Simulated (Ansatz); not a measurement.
## TiAl (P4/mmm), two-dimensional strain map

All numbers below come from DFT PBE, scalar-relativistic, plane waves, PAW (Ansatz 0.2.0). Cutoff 420 eV, Γ-centred 22×22×16 k-points, Gaussian smearing of 0.15 eV. No spin polarisation. Energies are free energies at this smearing, counted from the undisturbed cell; pressure is positive in compression.

The starting cell (relaxed at this level; it needn't be the usual structure):

```yaml
crystal:
  lattice:
    - [2.82209, 0.00000, 0.00000]
    - [0.00000, 2.82209, 0.00000]
    - [0.00000, 0.00000, 4.07677]
  atoms:
    - { symbol: Ti, position: [0.00000, 0.00000, 0.00000] }
    - { symbol: Al, position: [0.50000, 0.50000, 0.50000] }
```

The cell is strained by p along both x and y and by q along z, fractional coordinates fixed. Points are written (p, q).

Energy above the undisturbed cell in meV/atom (a dash: not computed):

```csv
p \ q,-0.050,-0.025,0.000,0.025,0.050
-0.050,150.5,104.6,?,55.4,49.6
-0.025,65.3,–,?,–,–
0.000,21.7,–,0.0,–,20.5
0.050,34.7,–,57.4,–,?
```

Task: Fill in the withheld energies.

Result: (-0.050, 0.000): 73.3; (-0.025, 0.000): 17.6; (0.050, 0.050): 111.5.